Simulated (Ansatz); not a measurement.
# CaSe: structure and electronic properties

The task here is to estimate one member of a computed series from the others.

The COD entry's cell or inner coordinates are ideal or old and differ from later refinements, so a difference from it is no clean test against experiment.

Method: DFT PBE, scalar-relativistic, plane waves, PAW, in Ansatz 0.2.0.

## The starting structure

It takes space group Fm-3m (No. 225, cubic). Conventional cell: a = 5.912 Å, b = 5.912 Å, c = 5.912 Å, α = 90.00°, β = 90.00°, γ = 90.00°. Ca (site symmetry m-3m) is surrounded by 6 Se at 2.96 Å. Se (site symmetry m-3m) has 6 Ca at 2.96 Å as nearest neighbours.

Structure file:

```cif
data_structure
_symmetry_space_group_name_H-M 'P 1'
_symmetry_Int_Tables_number 1
_cell_length_a 4.1804
_cell_length_b 4.1804
_cell_length_c 4.1804
_cell_angle_alpha 60.000
_cell_angle_beta 60.000
_cell_angle_gamma 60.000
_cell_volume 51.66
loop_
_atom_site_label
_atom_site_type_symbol
_atom_site_fract_x
_atom_site_fract_y
_atom_site_fract_z
_atom_site_occupancy
Ca1 Ca 0.00000 0.00000 0.00000 1
Se1 Se 0.50000 0.50000 0.50000 1
```

Source of the structure: the Crystallography Open Database.

Set-up of the first run:

(A quick probe on a coarse mesh, which set the mesh and smearing, is not shown.)

input.yaml

```yaml
crystal:
  lattice:
    - [0.0, 2.956, 2.956]
    - [2.956, 0.0, 2.956]
    - [2.956, 2.956, 0.0]
  atoms:
    - { symbol: Ca, position: [0.0, 0.0, 0.0] }
    - { symbol: Se, position: [0.5, 0.5, 0.5] }
basis:
  ecutwfc: 420
kpoints:
  mp_grid: { grid: [8, 8, 8] }
hamiltonian:
  xc: pbe
scf:
  occupations: { method: gaussian, width: 0.02 }
output:
  forces: true
  stress: true
  eigenvalues: true
  write_density: true
  write_potential: true
  elf: true
  volumetric_format: npy
relax:
  adjacent_minimum: "off"
  f_tol: 0.005
  max_steps: 80
  cell: { stress_tol: 0.05 }
```

Launch:

```sh
> ansatz run input.yaml --threads 1 --pin off --max-ram 2560MiB --backend cpu --events-out ev --progress --plain --runs-dir out
```

Steps of the session up to this table: Full relaxation; Bands, states and charges; Relaxing with PBEsol; The cell under LDA; The cell under PBE+D3(BJ).

One of the session's tables, all rows but one given; the rest of the session is left out.

It belongs to the step «One structure, several functionals». 

| functional | a (Å) | b (Å) | c (Å) | volume (Å³/atom) | gap on the mesh (eV) |
| --- | --- | --- | --- | --- | --- |
| PBE | 4.213 | 4.213 | 4.213 | 26.45 | 2.08 |
| PBEsol | 4.150 | 4.150 | 4.150 | 25.26 | 1.88 |
| LDA | ? | ? | ? | ? | ? |
| PBE+D3(BJ) | 4.150 | 4.150 | 4.150 | 25.27 | 1.98 |

**Question.** Estimate the row for LDA.

The run gave: a (Å): 4.095; b (Å): 4.095; c (Å): 4.095; volume (Å³/atom): 24.28; gap on the mesh (eV): 1.72. In the column «a (Å)» it is the lowest.
